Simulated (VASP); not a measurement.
# Pb (Fm-3m) in VASP: a series of runs

The runs below take Pb through band structure, with SCAN.

All numbers are computed with VASP 6.6.1; they aren't measurements. Logs are shortened: lines on timing, memory, paths and dates and some standing lists are left out, and cuts for length are marked.

### Step 1. The structure

It takes space group Fm-3m (No. 225, cubic). Conventional cell: a = 4.950 Å, b = 4.950 Å, c = 4.950 Å, α = 90.00°, β = 90.00°, γ = 90.00°. Pb (site symmetry m-3m) has 12 Pb at 3.50 Å as nearest neighbours.

### Step 2. Band structure, SCAN

Input file INCAR:

```
SYSTEM = Pb
  PREC = Accurate
  ENCUT = 520
  EDIFF = 1E-6
  ISMEAR = -1
  SIGMA = 0.05
  LREAL = .False.
  LASPH = .True.
  NELM = 80
  ALGO = Normal
  ISIF = 2
  LWAVE = .False.
  LCHARG = .False.
  METAGGA = SCAN
  LMIXTAU = .True.
  NBANDS = 13
```

Input file KPOINTS:

```
regular mesh
0
Gamma
  9 9 9
  0 0 0
```

Input file POSCAR:

```
Pb
1.0
    0.0000000000      2.4750200000      2.4750200000
    2.4750200000      0.0000000000      2.4750200000
    2.4750200000      2.4750200000      0.0000000000
Pb
1
Direct
    0.0000000000      0.0000000000      0.0000000000
```

Input file KPOINTS_OPT:

```
path GXWKGLUWLK,UX
15
line-mode
reciprocal
 0.0000000000  0.0000000000  0.0000000000  G
 0.5000000000  0.0000000000  0.5000000000  X

 0.5000000000  0.0000000000  0.5000000000  X
 0.5000000000  0.2500000000  0.7500000000  W

 0.5000000000  0.2500000000  0.7500000000  W
 0.3750000000  0.3750000000  0.7500000000  K

 0.3750000000  0.3750000000  0.7500000000  K
 0.0000000000  0.0000000000  0.0000000000  G

 0.0000000000  0.0000000000  0.0000000000  G
 0.5000000000  0.5000000000  0.5000000000  L

 0.5000000000  0.5000000000  0.5000000000  L
 0.6250000000  0.2500000000  0.6250000000  U

 0.6250000000  0.2500000000  0.6250000000  U
 0.5000000000  0.2500000000  0.7500000000  W

 0.5000000000  0.2500000000  0.7500000000  W
 0.5000000000  0.5000000000  0.5000000000  L

 0.5000000000  0.5000000000  0.5000000000  L
 0.3750000000  0.3750000000  0.7500000000  K

 0.6250000000  0.2500000000  0.6250000000  U
 0.5000000000  0.0000000000  0.5000000000  X
```

Potentials or basis: VASP PAW PBE potentials, release 64 (Pb_d).

Run with:

```
cat potpaw_PBE.64/Pb_d/POTCAR > POTCAR
mpirun -np 1 vasp_std > vasp.out
```

OUTCAR:

```text
SYSTEM = Pb
   PREC = Accurate
   ENCUT = 520
   EDIFF = 1E-6
   ISMEAR = -1
   LREAL = .False.
   LASPH = .True.
   NELM = 80
   ISIF = 2
   METAGGA = SCAN

 ion  position               nearest neighbor table
   1  0.000  0.000  0.000-

  LATTYP: Found a face centered cubic cell.
 ALAT       =     4.9500400000

  Lattice vectors:

 A1 = (   0.0000000000,   2.4750200000,   2.4750200000)
 A2 = (   2.4750200000,   0.0000000000,   2.4750200000)
 A3 = (   2.4750200000,   2.4750200000,   0.0000000000)

Analysis of symmetry for initial positions (statically):
=====================================================================
 Subroutine PRICEL returns:
 Original cell was already a primitive cell.

 Routine SETGRP: Setting up the symmetry group for a
 face centered cubic supercell.

 Subroutine GETGRP returns: Found 48 space group operations
 (whereof 48 operations were pure point group operations)
 out of a pool of 48 trial point group operations.

The static configuration has the point symmetry O_h .

Analysis of symmetry for dynamics (positions and initial velocities):
=====================================================================
 Subroutine PRICEL returns:
 Original cell was already a primitive cell.

 Routine SETGRP: Setting up the symmetry group for a
 face centered cubic supercell.

 Subroutine GETGRP returns: Found 48 space group operations
 (whereof 48 operations were pure point group operations)
 out of a pool of 48 trial point group operations.

The dynamic configuration has the point symmetry O_h .

 Subroutine INISYM returns: Found 48 space group operations
 (whereof 48 operations are pure point group operations),
 and found     1 'primitive' translations

----------------------------------------------------------------------------------------

                                     Primitive cell

  volume of cell :      30.3226

  direct lattice vectors                    reciprocal lattice vectors
     0.000000000  2.475020000  2.475020000    -0.202018570  0.202018570  0.202018570
     2.475020000  0.000000000  2.475020000     0.202018570 -0.202018570  0.202018570
     2.475020000  2.475020000  0.000000000     0.202018570  0.202018570 -0.202018570

  length of vectors
     3.500206851  3.500206851  3.500206851     0.349906427  0.349906427  0.349906427

  position of ions in fractional coordinates (direct lattice)
     0.000000000  0.000000000  0.000000000

  ion indices of the primitive-cell ions
   primitive index   ion index
                 1           1

----------------------------------------------------------------------------------------

 KPOINTS: regular mesh

Automatic generation of k-mesh.
 Grid dimensions read from file:
 generate k-points for:    9    9    9

 Generating k-lattice:

  Cartesian coordinates                     Fractional coordinates (reciprocal lattice)
    -0.022446508  0.022446508  0.022446508     0.111111111  0.000000000  0.000000000
     0.022446508 -0.022446508  0.022446508     0.000000000  0.111111111  0.000000000
     0.022446508  0.022446508 -0.022446508     0.000000000  0.000000000  0.111111111

  Length of vectors
     0.038878492  0.038878492  0.038878492

  Shift w.r.t. Gamma in fractional coordinates (k-lattice)
     0.000000000  0.000000000  0.000000000

 Subroutine IBZKPT returns following result:
 ===========================================

 Found     35 irreducible k-points:

 Following reciprocal coordinates:
            Coordinates               Weight
  0.000000  0.000000  0.000000      1.000000
  0.111111  0.000000  0.000000      8.000000
  0.222222  0.000000  0.000000      8.000000
  0.333333  0.000000  0.000000      8.000000
  0.444444  0.000000  0.000000      8.000000
  0.111111  0.111111  0.000000      6.000000
[... 16 lines left out ...]
 -0.333333  0.333333  0.000000     12.000000
  0.444444  0.444444  0.000000      6.000000
 [... further k-points ...]
   k-points           NKPTS =     35   k-points in BZ     NKDIM =     35   number of bands    NBANDS=     13
   number of dos      NEDOS =    301   number of ions     NIONS =      1
   total plane-waves  NPLWV =  21952
   dimension x,y,z NGX =    28 NGY =   28 NGZ =   28
   dimension x,y,z NGXF=    56 NGYF=   56 NGZF=   56
   ions per type =               1
   NGX,Y,Z   is equivalent  to a cutoff of  13.30, 13.30, 13.30 a.u.
   NGXF,Y,Z  is equivalent  to a cutoff of  26.60, 26.60, 26.60 a.u.
 SYSTEM =  Pb
   PREC   = accura    normal or accurate (medium, high low for compatibility)
   ISTART =      0    job   : 0-new  1-cont  2-samecut
   ICHARG =      2    charge: 1-file 2-atom 10-const
   ISPIN  =      1    spin polarized calculation?
   LNONCOLLINEAR =      F non collinear calculations
   LSORBIT =      F    spin-orbit coupling
   LASPH  =      T    aspherical Exc in radial PAW
   ENCUT  =  520.0 eV  38.22 Ry    6.18 a.u.   6.51  6.51  6.51*2*pi/ulx,y,z
   NELM   =     80;   NELMIN=  2; NELMDL= -5     # of ELM steps
   EDIFF  = 0.1E-05   stopping-criterion for ELM
   LREAL  =      F    real-space projection
   EDIFFG = 0.1E-04   stopping-criterion for IOM
   NSW    =      0    number of steps for IOM
   IBRION =     -1    ionic relax: 0-MD 1-quasi-New 2-CG
   NFREE  =      0    steps in history (QN), initial steepest desc. (CG)
   ISIF   =      2    stress and relaxation
   ISYM   =      2    0-nonsym 1-usesym 2-fastsym
   POTIM  = 0.5000    time-step for ionic-motion
   TEBEG  =    0.0;   TEEND  =   0.0 temperature during run
   PSTRESS=    0.0 pullay stress
   NELECT =      14.0000    total number of electrons
   NUPDOWN=      -1.0000    fix difference up-down
   EMIN   =  10.00;   EMAX   =-10.00  energy-range for DOS
   EFERMI =   0.00;   METHOD = LEGACY
   ISMEAR =    -1;   SIGMA  =   0.05  broadening in eV -4-tet -1-fermi 0-gaus
   EFERMI_NEDOS =   21; number of points for ismear=-14 and -15
   IALGO  =     38    algorithm
   IMIX   =      4    mixing-type and parameters
     AMIX     =   0.40;   BMIX     =  1.00
     AMIX_MAG =   1.60;   BMIX_MAG =  1.00
  volume/ion in A,a.u.               =      30.32       204.63
  Fermi-wavevector in a.u.,A,eV,Ry     =   1.265306  2.391081 21.782907  1.600999
  Thomas-Fermi vector in A             =   2.398566
   LORBIT       =      0    0 simple, 1 ext, 2 COOP (PROOUT), +10 PAW based schemes
   METAGGA = SCAN    functional components
   LHFCALC =     F    Hartree Fock is set to
   AEXX    =    0.0000 exact exchange contribution
   IVDW    =     0    specifies the selected vdW correction
   LEPSILON=     F    determine dielectric tensor
   LRPA    =     F    only Hartree local field effects (RPA)
 non-spin polarized calculation
  energy-cutoff  :      520.00
  volume of cell :       30.32
 maximum number of plane-waves:       869
 NGX is ok and might be reduce to    28
   NGX = 13   NGY = 13   NGZ = 13

 number of electron      13.9999999 magnetization

 Free energy of the ion-electron system (eV)
  ---------------------------------------------------
  ext. energy  EPLUGINS =         0.00000000
  ---------------------------------------------------
  free energy    TOTEN  =       -75.75336480 eV

  energy without entropy =      -75.75005874  energy(sigma->0) =      -75.75171177

 E-fermi :   6.8130     XC(G=0): -10.9993

 val. band max:        6.5830952862   @ k =  -0.3333   0.3333   0.1111
 cond. band min:       6.8260338316   @ k =  -0.2222   0.3333   0.1111
 fundamental gap:      0.2429385454
 Fermi energy:         6.8130211581

 k-point     1 :       0.0000    0.0000    0.0000
  band No.  band energies     occupation
      1     -10.4692      2.00000
      2     -10.4691      2.00000
      3     -10.4691      2.00000
      4     -10.3117      2.00000
      5     -10.3117      2.00000
      6      -5.4292      2.00000
      7      14.4041      0.00000
      8      14.4041      0.00000
      9      14.4047      0.00000
     10      17.7499      0.00000
     11      19.6665      0.00000
     12      20.5211      0.00000
     13      20.5211      0.00000

 k-point     2 :       0.1111    0.0000    0.0000
  band No.  band energies     occupation
      1     -10.4699      2.00000
      2     -10.4510      2.00000
      3     -10.4509      2.00000
      4     -10.3117      2.00000
      5     -10.3117      2.00000
      6      -5.1801      2.00000
      7      12.1607      0.00000
      8      14.1313      0.00000
      9      14.1319      0.00000
     10      17.3205      0.00000
     11      20.5040      0.00000
     12      20.9998      0.00000
     13      20.9998      0.00000

 k-point     3 :       0.2222    0.0000    0.0000
  band No.  band energies     occupation
      1     -10.4768      2.00000
      2     -10.4288      2.00000
      3     -10.4287      2.00000
      4     -10.2873      2.00000
      5     -10.2872      2.00000
      6      -4.4349      2.00000
      7       8.6217      0.00000
      8      13.5298      0.00000
      9      13.5302      0.00000
     10      16.9878      0.00000
     11      19.9107      0.00000
     12      20.6139      0.00000
     13      20.6141      0.00000
[... 305 lines left out ...]
 k-point    23 :      -0.3333    0.3333    0.0000
  band No.  band energies     occupation
      1     -10.5291      2.00000
      2     -10.3541      2.00000
      3     -10.3050      2.00000
      4     -10.2762      2.00000
      5     -10.2082      2.00000
      6      -0.6805      2.00000
      7       5.1417      2.00000
      8       5.3523      2.00000
      9      10.6456      0.00000
     10      14.7619      0.00000
     11      21.7907      0.00000
     12      23.4830      0.00000
     13      23.5905      0.00000

 k-point    24 :       0.4444    0.4444    0.0000
  band No.  band energies     occupation
      1     -10.6441      2.00000
      2     -10.5393      2.00000
      3     -10.1793      2.00000
      4     -10.1394      2.00000
      5     -10.1394      2.00000
      6      -0.6501      2.00000
      7       4.1013      2.00000
      8       9.0958      0.00000
      9       9.0960      0.00000
     10      13.3257      0.00000
     11      14.4980      0.00000
     12      26.5891      0.00000
     13      28.2164      0.00000

 [... further k-points ...]

------------------------ aborting loop because EDIFF is reached ----------------------------------------

  FORCE on cell =-STRESS in cart. coord.  units (eV):
  Direction    XX          YY          ZZ          XY          YZ          ZX
  --------------------------------------------------------------------------------------
  -------------------------------------------------------------------------------------
  Total        0.0605988      0.0605988      0.0605988     -0.0000000      0.0000000      0.0000000
  in kB        3.2019065      3.2019065      3.2019065     -0.0000000      0.0000000      0.0000000
  external PRESSURE =       3.2019065 kB  Pullay stress =       0.0000000 kB

 VOLUME and BASIS-vectors are now :
 -----------------------------------------------------------------------------
  energy-cutoff  :      520.00
  volume of cell :       30.32
      direct lattice vectors                 reciprocal lattice vectors
     0.000000000  2.475020000  2.475020000    -0.202018570  0.202018570  0.202018570
     2.475020000  0.000000000  2.475020000     0.202018570 -0.202018570  0.202018570
     2.475020000  2.475020000  0.000000000     0.202018570  0.202018570 -0.202018570

 POSITION                                       TOTAL-FORCE (eV/Angst)
 -----------------------------------------------------------------------------------
      0.00000      0.00000      0.00000        -0.000000     -0.000000     -0.000000
 -----------------------------------------------------------------------------------
    total drift:                               -0.000000     -0.000000     -0.000000

  FREE ENERGIE OF THE ION-ELECTRON SYSTEM (eV)
  ---------------------------------------------------
  free  energy   TOTEN  =       -75.7533647995 eV

  energy  without entropy=      -75.7500587391  energy(sigma->0) =      -75.75171177
```

Wall time 2.3 min (1 thread of Intel Xeon Platinum 8488C (Sapphire Rapids), shared host); peak memory 0.17 GiB.

What came out:

```
Free energy             : -75.7534 eV
Pressure                : 0.3 GPa
Band gap along the path : none (metal or under the smearing width)
```

Levels at the corners of the path, in eV from the Fermi level:
| point | band 5 | band 6 | band 7 | band 8 | band 9 | band 10 |
| --- | --- | --- | --- | --- | --- | --- |
| Γ | -17.12 | -12.24 | 7.59 | 7.59 | 7.59 | 10.94 |
| X | -16.94 | -7.02 | -3.28 | 2.18 | 2.18 | 6.41 |
| X | -16.94 | -7.02 | -3.28 | 2.18 | 2.18 | 6.41 |
| W | -16.94 | -6.93 | -1.29 | -1.28 | 0.58 | 11.72 |
| W | -16.94 | -6.93 | -1.29 | -1.28 | 0.58 | 11.72 |
| K | -16.99 | -7.12 | -2.24 | -1.05 | 3.14 | 7.49 |
| K | -16.99 | -7.12 | -2.24 | -1.05 | 3.14 | 7.49 |
| Γ | -17.12 | -12.24 | 7.59 | 7.59 | 7.59 | 10.94 |
| Γ | -17.12 | -12.24 | 7.59 | 7.59 | 7.59 | 10.94 |
| L | -16.98 | -8.48 | -4.18 | 5.72 | 5.72 | 10.42 |
| L | -16.98 | -8.48 | -4.18 | 5.72 | 5.72 | 10.42 |
| U | -16.99 | -7.12 | -2.24 | -1.05 | 3.14 | 7.49 |
| U | -16.99 | -7.12 | -2.24 | -1.05 | 3.14 | 7.49 |
| W | -16.94 | -6.93 | -1.29 | -1.28 | 0.58 | 11.72 |
| W | -16.94 | -6.93 | -1.29 | -1.28 | 0.58 | 11.72 |
| L | -16.98 | -8.48 | -4.18 | 5.72 | 5.72 | 10.42 |
| L | -16.98 | -8.48 | -4.18 | 5.72 | 5.72 | 10.42 |
| K | -16.99 | -7.12 | -2.24 | -1.05 | 3.14 | 7.49 |
| U | -16.99 | -7.12 | -2.24 | -1.05 | 3.14 | 7.49 |
| X | -16.94 | -7.02 | -3.28 | 2.18 | 2.18 | 6.41 |

Caveat: the PAW data sets were made with another functional, which shifts forces and pressure a little; spin-orbit coupling is left out, which moves the levels of the heavy elements.

(Continued in part 2 of 2.)
